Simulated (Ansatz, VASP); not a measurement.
# Ga in VASP and in Ansatz

```
Ga
1.0
     2.72271    0.00000    0.00000
     0.00000    2.72271    0.00000
     0.00000    0.00000    2.72271
Ga
1
Direct
  0.00000 0.00000 0.00000
```

Alike in both runs: functional PBE; k mesh 15 × 15 × 15; occupations fermi-dirac, width 0.05 eV; no spin polarisation.

Ansatz relaxed the structure, and its values are those at the end. VASP's run is a single point on that final structure, the one shown.

|  | VASP | Ansatz |
| --- | --- | --- |
| version | VASP 6.6.1 | Ansatz 0.2.0 |
| potentials or method | VASP PAW PBE potentials, release 64 (Ga_d) | PAW with Ansatz's default frozen-core files, scalar-relativistic |
| plane-wave cutoff (eV) | 520 | 420 |
| valence electrons in the cell | 13 | 13 |

```tsv
	VASP	Ansatz	Ansatz less VASP
pressure (GPa)	0.1	0.0	-0.06
```
